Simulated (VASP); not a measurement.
Write the native input for VASP 6.6.1 that does the following.

| Property | Result |
| --- | --- |
| Task | relaxation of the atoms |
| Functional | RPBE |
| Potentials or basis | VASP PAW PBE potentials, release 64 (Ge_d, H) |
| Cutoff | 520 eV |
| k mesh | 6 × 6 × 1 |
| Occupations | fermi-dirac, width 0.05 eV |
| Spin | no spin polarisation |
| Further INCAR settings | ALGO = Fast; EDIFF = 1e-07; IBRION = 2; EDIFFG = -0.005; NSW = 40 |

The structure of Ge4H lies in POSCAR:

```
Ge4H
1.0
    4.0008101700      0.0000000000      0.0000000000
   -2.0004050800      3.4648032400      0.0000000000
    0.0000000000      0.0000000000     25.7366054200
Ge H
8 2
Direct
    0.0000000000      0.0000000000      0.2937450300
    0.6666666700      0.3333333300      0.3254765700
    0.6666666700      0.3333333300      0.4206711700
    0.3333333300      0.6666666700      0.4524027000
    0.3333333300      0.6666666700      0.5475973000
    0.0000000000      0.0000000000      0.5793288300
    0.0000000000      0.0000000000      0.6745234300
    0.6666666700      0.3333333300      0.7062549700
    0.6666666700      0.3333333300      0.7668690200
    0.0000000000      0.0000000000      0.2331309800
```

The cell was built by a generator and needn't be a form met in nature.

The input as run:

INCAR

```
  ALGO = Fast
  EDIFF = 1E-7
  EDIFFG = -0.005
  ENCUT = 520
  GGA = RP
  IBRION = 2
  ISIF = 2
  ISMEAR = -1
  KPAR = 4
  LASPH = True
  LCHARG = False
  LREAL = False
  LWAVE = False
  NELM = 100
  NSW = 40
  PREC = Accurate
  SIGMA = 0.05
```

KPOINTS

```
k-points
0
Gamma
  6 6 1
```

Potentials or basis: VASP PAW PBE potentials, release 64 (Ge_d, H).

The run is started by

```sh
$ cat potpaw_PBE.64/Ge_d/POTCAR potpaw_PBE.64/H/POTCAR > POTCAR
$ mpirun -np 4 vasp_std > vasp.out
```

Results of the run:

```
Energy gained by relaxing : 4.8 meV/atom
Ionic steps               : 19
Band gap on the k mesh    : 0.62 eV, direct
```

It took 11 min on 4 MPI ranks on Intel(R) Xeon(R) 6975P-C (Granite Rapids) (shared host), peak memory 0.51 GiB a rank.
